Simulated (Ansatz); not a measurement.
## Electric field gradients in W at a changed volume

The cell is an entry of the Crystallography Open Database (COD), relaxed with PBE at fixed cell and then changed (volume scaled by 1.06, ions relaxed).

Space group Pm-3n (No. 223); a = 5.1827 Å.

```csv
site,Wyckoff,site symmetry,x,y,z
W1,2a,m-3.,0.0000,0.0000,0.0000
W3,6c,-4m.2,0.0000,0.5000,0.2500
```

One atom of each set is listed.

Method: Kohn–Sham DFT in Ansatz, PBE, plane waves and PAW, scalar-relativistic, 420 eV cutoff, Γ-centred 9×9×9 k-points, Fermi–Dirac smearing 0.05 eV.

Conventions: |V_zz| ≥ |V_yy| ≥ |V_xx|, η = (V_xx − V_yy)/V_zz, C_Q = eQV_zz/h.

| site | atoms | first shell | V_xx, V_yy, V_zz (10²¹ V/m²) | η | C_Q (MHz) |
| --- | --- | --- | --- | --- | --- |
| W1 | 2 | 12 W at 2.90 Å | 0.00, 0.00, 0.00 | – | – |
| W3 | 6 | 14 W at 2.59–3.17 Å | 5.00, 5.00, -10.00 | 0.00 | – |

An axis of threefold or higher order runs through W3, so V_zz lies along it and η is zero. W1 sits on a cubic site, where every gradient vanishes.

W has no stable isotope with a ground-state quadrupole moment in the table, so no C_Q is given.

The run finds no gap above 0.1 eV (a metal, or nearly one), so the gradients can move by 10 % or more with the k-mesh. Without spin–orbit coupling the gradients at and beside W can be off by some per cent, at some sites by more. At this changed cell the PBE pressure is -16 GPa.

The relaxation (1 step) took 13 s of wall time (13 s of CPU time) and 0.58 GiB at its peak, on 1 thread of Intel Xeon 6975P-C (Granite Rapids) (x86_64; 16 cores open to the job, memory cap 3.0 GiB, no GPU), a shared host with a load of 0.6 a core.
